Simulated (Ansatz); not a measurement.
**GaSb: equation of state with PBE+D4**

The system is GaSb.

```
Sb Ga
1.0
     0.00000    3.05900    3.05900
     3.05900    0.00000    3.05900
     3.05900    3.05900    0.00000
Sb Ga
1 1
Direct
  0.75000 0.75000 0.75000
  0.00000 0.00000 0.00000
```

```yaml
Program: Ansatz 0.2.0
Task: equation of state
Functional: PBE
Dispersion: D4
Potentials_or_basis: Ansatz PAW
Cutoff: 420 eV
Density_cutoff: 1680 eV
k_mesh: 8 × 8 × 8
Occupations: fermi-dirac, width 0.05 eV
Spin: no spin polarisation
```

- Equilibrium volume: 28.53 Å³/atom
- Bulk modulus: 52 GPa
- Pressure derivative of the bulk modulus: 4.7 (rough: it moves with the points fitted)

Energy against volume, from the lowest point:
```tsv
volume (Å³/atom)	energy (meV/atom)
26.907	16.53
27.480	6.58
28.052	1.25
28.625	0.00
29.197	2.33
29.770	7.91
30.342	16.43
```

All runs of the series together: 11 s on 2 threads of Intel(R) Xeon(R) Platinum 8488C (Sapphire Rapids), on a shared host.

Spin-orbit coupling is left out, which matters for the levels of Sb.
